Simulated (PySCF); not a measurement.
Atoms are numbered as in `[CH:1]1=[CH:2][CH2:3][CH2:4][CH:5]=[CH:6]1` (H(Xn): hydrogen on atom n).

[PySCF 2.14: shielding tensors at B97-2/pcSseg-2 (GIAO); geometry from PBE0-D3(BJ)/def2-TZVP; non-relativistic; one conformer; in vacuum; averaged over atoms made equivalent by symmetry, fast rotation or ring inversion]

Q: Predict the 2D correlation tables (HSQC, COSY, HMBC).

A: 

HSQC (one-bond C–H):
| δH | δC |
| --- | --- |
| 6.27 (H(C1)/H(C6)) | 133.9 (C1/C6) |
| 6.13 (H(C2)/H(C5)) | 135.7 (C2/C5) |
| 2.20 (H(C3)/H(C4)) | 26.8 (C3/C4) |

COSY cross peaks (H two or three bonds apart, from the bond graph; peaks can be absent where the dihedral angle is near 90°):
| δH | δH |
| --- | --- |
| 6.27 (H(C1)/H(C6)) | 6.13 (H(C2)/H(C5)) |
| 6.13 (H(C2)/H(C5)) | 2.20 (H(C3)/H(C4)) |

HMBC (two and three bonds, from the bond graph):
| δH | δC |
| --- | --- |
| 6.27 (H(C1)/H(C6)) | 135.7 (C2/C5), 133.9 (C1/C6), 26.8 (C3/C4) |
| 6.13 (H(C2)/H(C5)) | 133.9 (C1/C6), 26.8 (C3/C4) |
| 2.20 (H(C3)/H(C4)) | 135.7 (C2/C5), 133.9 (C1/C6), 26.8 (C3/C4) |

References, each an isolated molecule treated in the same way: TMS for ¹H (σ = 31.64 ppm) and ¹³C (σ = 185.38 ppm).

Shifts are as computed. Against solution values, carbons near 30 ppm lie about +3 ppm off and those near 130 ppm about +7 ppm. Of 1211 compounds with measured shifts, 218 miss one by over three times the rms of a fit or turn the order of signals round; such compounds aren't used in these exercises.
